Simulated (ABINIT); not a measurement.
# GaN (P6_3mc) in ABINIT: single point with PBEsol

Aim: the single point of GaN with PBEsol.

Program: ABINIT 10.8.3 (patched build). These are calculated values, not measurements. Logs are shortened: lines on timing, memory, paths and dates and some standing lists are left out, and cuts for length are marked. The log counts tension as positive stress, the text compression.

### Step 1. The crystal as given

The structure is hexagonal, space group P6_3mc (No. 186). The conventional cell has a = 3.180 Å, b = 3.180 Å, c = 5.166 Å, α = 90.00°, β = 90.00°, γ = 120.00°. Ga (site symmetry 3m) has 4 N at 1.94 to 1.95 Å as nearest neighbours. N (site symmetry 3m) is surrounded by 4 Ga at 1.94 to 1.95 Å.

### Step 2. Single point, PBEsol

run.abi reads:

```
pp_dirpath "./"
pseudos "Ga.upf, N.upf"

acell 3*1.0 Angstrom
rprim
     3.1800000000     0.0000000000     0.0000000000
    -1.5900000000     2.7539607840     0.0000000000
     0.0000000000     0.0000000000     5.1660000000
ntypat 2
znucl 31 7
natom 4
typat 1 1 2 2
xred
     0.6666666667     0.3333333333     0.5000000000
     0.3333333333     0.6666666667     0.0000000000
     0.6666666667     0.3333333333     0.8750000000
     0.3333333333     0.6666666667     0.3750000000

ecut 979.609905 eV

kptopt 1
ngkpt 8 8 4
nshiftk 1
shiftk 0.0 0.0 0.0

ixc -116133

nband 22
occopt 3
tsmear 0.00183747

nstep 100
tolvrs 1.0e-10

iomode 3
prtwf 0
prteig 0
prtebands 0
enunit 2
prtden 1
prtvha 1
prtvclmb 1
prtpot 1
prtelf 1
```

Potentials or basis: PseudoDojo NC SR PBEsol v0.4.1 standard.

On the command line:

```sh
> mpirun --bind-to none -np 4 abinit run.abi > log 2>&1
```

run.abo:

```text
.Version 10.8.3 of ABINIT
 Symmetries : space group P6_3 m c (#186); Bravais hP (primitive hexag.)
================================================================================
 Values of the parameters that define the memory need of the present run
     intxc =       0    ionmov =       0      iscf =       7    lmnmax =       6
     lnmax =       6     mgfft =      54  mpssoang =       3    mqgrid =    3001
     natom =       4  nloc_mem =       1    nspden =       1   nspinor =       1
    nsppol =       1      nsym =      12    n1xccc =    2501    ntypat =       2
    occopt =       3   xclevel =       2
       mpw =        3164          nfft =       69984          nkpt =          30
================================================================================
================================================================================

--------------------------------------------------------------------------------
------------- Echo of variables that govern the present computation ------------
--------------------------------------------------------------------------------
 -outvars: echo values of preprocessed input variables --------
            acell      1.8897261259E+00  1.8897261259E+00  1.8897261259E+00 Bohr
              amu      6.97230000E+01  1.40067400E+01
             ecut      3.60000000E+01 Hartree
           enunit           2
              ixc     -116133
         kptrlatt        8    0    0      0    8    0      0    0    4
          kptrlen      3.90493007E+01
            natom           4
            nband          22
            ngfft          36      36      54
             nkpt          30
            nstep         100
             nsym          12
           ntypat           2
           occopt           3
        prtebands           0
           prteig           0
           prtelf           1
           prtpot           1
         prtvclmb           1
           prtvha           1
            prtwf           0
            rprim      3.1800000000E+00  0.0000000000E+00  0.0000000000E+00
                      -1.5900000000E+00  2.7539607840E+00  0.0000000000E+00
                       0.0000000000E+00  0.0000000000E+00  5.1660000000E+00
          spgroup         186
           tolvrs      1.00000000E-10
           tsmear      1.83747000E-03 Hartree
            typat      1  1  2  2
           xangst      1.5900000000E+00  9.1798692800E-01  2.5830000000E+00
                      -9.7460713976E-17  1.8359738560E+00  0.0000000000E+00
                       1.5900000000E+00  9.1798692800E-01  4.5202500000E+00
                      -9.7460713976E-17  1.8359738560E+00  1.9372500000E+00
            xcart      3.0046645402E+00  1.7347438811E+00  4.8811625832E+00
                      -1.8417405745E-16  3.4694877622E+00  0.0000000000E+00
                       3.0046645402E+00  1.7347438811E+00  8.5420345206E+00
[... 152 lines left out ...]
    3      0.00000000000000     0.00000000000000     0.00259245960034
    4     -0.00000000000000    -0.00000000000000     0.00259245960034
 frms,max,avg= 1.4967572E-03 2.5924596E-03   0.000E+00  0.000E+00 -3.431E-06 h/b

 cartesian forces (eV/Angstrom) at end:
    1     -0.00000000000000    -0.00000000000000    -0.13330963258881
    2      0.00000000000000     0.00000000000000    -0.13330963258881
    3      0.00000000000000     0.00000000000000     0.13330963258881
    4     -0.00000000000000    -0.00000000000000     0.13330963258881
 frms,max,avg= 7.6966352E-02 1.3330963E-01   0.000E+00  0.000E+00 -1.764E-04 e/A
 length scales=  1.889726125908  1.889726125908  1.889726125908 bohr
              =  1.000000000000  1.000000000000  1.000000000000 angstroms
 Fermi (or HOMO) energy (hartree) =   0.23381   Average Vxc (hartree)=  -0.44222
 Eigenvalues (hartree) for nkpt=  30  k points:
 kpt#   1, nband= 22, wtk=  0.00391, kpt=  0.0000  0.0000  0.0000 (reduced coord)
  -0.39252   -0.35854   -0.30162   -0.30084   -0.30084   -0.29854   -0.29854   -0.29161
  -0.29161   -0.28786   -0.28786   -0.23943   -0.06786    0.15767    0.15767    0.19476
   0.19704    0.19704    0.26863    0.35333    0.53389    0.55934
      occupation numbers for kpt#   1
   2.00000    2.00000    2.00000    2.00000    2.00000    2.00000    2.00000    2.00000
   2.00000    2.00000    2.00000    2.00000    2.00000    2.00000    2.00000    2.00000
   2.00000    2.00000    0.00000    0.00000    0.00000    0.00000
 prteigrs : prtvol=0 or 1, do not print more k-points.

 Fermi (or HOMO) energy (eV) =   6.36224   Average Vxc (eV)= -12.03332
 Eigenvalues (   eV  ) for nkpt=  30  k points:
 kpt#   1, nband= 22, wtk=  0.00391, kpt=  0.0000  0.0000  0.0000 (reduced coord)
 -10.68108   -9.75638   -8.20740   -8.18633   -8.18633   -8.12359   -8.12359   -7.93500
  -7.93500   -7.83297   -7.83297   -6.51517   -1.84654    4.29037    4.29037    5.29960
   5.36169    5.36169    7.30980    9.61451   14.52789   15.22052
 prteigrs : prtvol=0 or 1, do not print more k-points.

--- !EnergyTerms
iteration_state     : {dtset: 1, }
comment             : Components of total free energy in Hartree
kinetic             :  1.40085117627718E+02
hartree             :  4.34671720948519E+01
xc                  : -4.76083616245312E+01
Ewald energy        : -1.17003474104353E+02
psp_core            :  7.02174576334647E+00
local_psp           : -1.20817108469349E+02
non_local_psp       : -7.86049697340415E+01
internal            : -1.73459878446358E+02
'-kT*entropy'       : -3.53500921163981E-12
total_energy        : -1.73459878446361E+02
total_energy_eV     : -4.72008375058485E+03
band_energy         : -6.18923686752198E+00
...

 Cartesian components of stress tensor (hartree/bohr^3)
  sigma(1 1)=  5.28501524E-05  sigma(3 2)=  0.00000000E+00
  sigma(2 2)=  5.28501530E-05  sigma(3 1)=  0.00000000E+00
  sigma(3 3)= -1.71675283E-05  sigma(2 1)=  0.00000000E+00

-Cartesian components of stress tensor (GPa)         [Pressure= -8.6824E-01 GPa]
- sigma(1 1)=  1.55490517E+00  sigma(3 2)=  0.00000000E+00
- sigma(2 2)=  1.55490518E+00  sigma(3 1)=  0.00000000E+00
- sigma(3 3)= -5.05086122E-01  sigma(2 1)=  0.00000000E+00

== END DATASET(S) ==============================================================
================================================================================

 -outvars: echo values of variables after computation  --------
            acell      1.8897261259E+00  1.8897261259E+00  1.8897261259E+00 Bohr
           etotal     -1.7345987845E+02
            fcart     -4.4807751200E-29 -7.7609301653E-29 -2.5924596003E-03
                       1.3442325360E-28  2.3282790496E-28 -2.5924596003E-03
                       3.1365425840E-28  1.2934883609E-28  2.5924596003E-03
                      -4.0326976080E-28 -2.8456743939E-28  2.5924596003E-03
            rprim      3.1800000000E+00  0.0000000000E+00  0.0000000000E+00
                      -1.5900000000E+00  2.7539607840E+00  0.0000000000E+00
                       0.0000000000E+00  0.0000000000E+00  5.1660000000E+00
           strten      5.2850152384E-05  5.2850152962E-05 -1.7167528340E-05
                       0.0000000000E+00  0.0000000000E+00  0.0000000000E+00
           xangst      1.5900000000E+00  9.1798692800E-01  2.5830000000E+00
                      -9.7460713976E-17  1.8359738560E+00  0.0000000000E+00
                       1.5900000000E+00  9.1798692800E-01  4.5202500000E+00
                      -9.7460713976E-17  1.8359738560E+00  1.9372500000E+00
             xred      6.6666666667E-01  3.3333333333E-01  5.0000000000E-01
                       3.3333333333E-01  6.6666666667E-01  0.0000000000E+00
                       6.6666666667E-01  3.3333333333E-01  8.7500000000E-01
                       3.3333333333E-01  6.6666666667E-01  3.7500000000E-01
 Calculation completed.
```

Wall time 26 s (4 MPI ranks of Arm Neoverse V1, shared host); peak memory 0.32 GiB.

What came out:

```yaml
Free_energy: -4720.0838 eV
Pressure: -0.9 GPa
Largest_force: 0.133 eV/Å
Band_gap_on_the_k_mesh: 1.95 eV, direct
Valence_electrons_inside_the_program's_atomic_spheres: Ga 10.90; N 5.25
```

Forces on the atoms (eV/Å):
```
Ga   0.000  0.000 -0.133
Ga   0.000  0.000 -0.133
N    0.000  0.000  0.133
N    0.000  0.000  0.133
```

Stress tensor (GPa, compression positive):
```
-1.55  0.00  0.00
 0.00 -1.55  0.00
 0.00  0.00  0.51
```

Caveat: the cutoff is short for stress, so the pressure is rough. As with any semilocal functional, this PBEsol gap is likely too small.
